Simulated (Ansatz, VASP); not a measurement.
## NiO: VASP beside Ansatz

Contents of INCAR:

```
PREC = Accurate
ENCUT = 520
EDIFF = 1E-6
ISMEAR = 0
SIGMA = 0.05
LREAL = False
LASPH = True
NELM = 150
ALGO = Normal
ISIF = 2
LWAVE = False
LCHARG = False
ISPIN = 2
MAGMOM = 2 0
LORBIT = 11
LMAXMIX = 4
GGA = PE
NBANDS = 19
```

KPOINTS

```
regular mesh
0
Gamma
  12 12 12
```

POSCAR

```
NiO
1.0
    0.0000000000      2.2409531277      2.2409531277
    2.2409531277      0.0000000000      2.2409531277
    2.2409531277      2.2409531277      0.0000000000
Ni O
1 1
Direct
    0.0000000000      0.0000000000      0.0000000000
    0.2500000000      0.2500000000      0.2500000000
```

Input for Ansatz:

```yaml
crystal:
  lattice:
    - [0.0, 2.2409531277, 2.2409531277]
    - [2.2409531277, 0.0, 2.2409531277]
    - [2.2409531277, 2.2409531277, 0.0]
  atoms:
    - { symbol: Ni, position: [0.0, 0.0, 0.0], spin: 2.0 }
    - { symbol: O, position: [0.25, 0.25, 0.25] }
basis:
  ecutwfc: 420
  ecutrho_ratio: 4
  xc_grid: 2
kpoints:
  mp_grid: { grid: [12, 12, 12] }
hamiltonian:
  xc: pbe
scf:
  occupations: { method: gaussian, width: 0.05 }
output:
  forces: true
  stress: true
magnetization:
  spin_polarized: true
```

Measurements of this composition are mostly on another form, of space group No. 225.

Alike in both runs: task single point; functional PBE; k mesh 12 × 12 × 12; occupations gaussian, width 0.05 eV; collinear spin.

|  | VASP | Ansatz |
| --- | --- | --- |
| version | VASP 6.6.1 | Ansatz 0.2.0 |
| potentials or method | VASP PAW PBE potentials, release 64 (Ni, O) | scalar-relativistic, plane waves, PAW |
| plane-wave cutoff (eV) | 520 | 420 |
| valence electrons in the cell | 16 | 24 |

|  | VASP | Ansatz | Ansatz less VASP |
| --- | --- | --- | --- |
| pressure (GPa) | 0.2 | 0.0 | -0.22 |
| net moment per atom (μB) | 0.95 | 0.97 | +0.015 |
| size of the moment on the site where the two differ most (μB) | 1.49 | 1.47 | -0.024 |

Site moments also hang on the region over which each program counts them. With one functional, cell and mesh, what is left measures potentials, basis and numerics. The two sets of potentials don't hold the same shells in valence.

Caveats: a cell with one magnetic atom can't hold antiferromagnetic order, which such compounds often take.
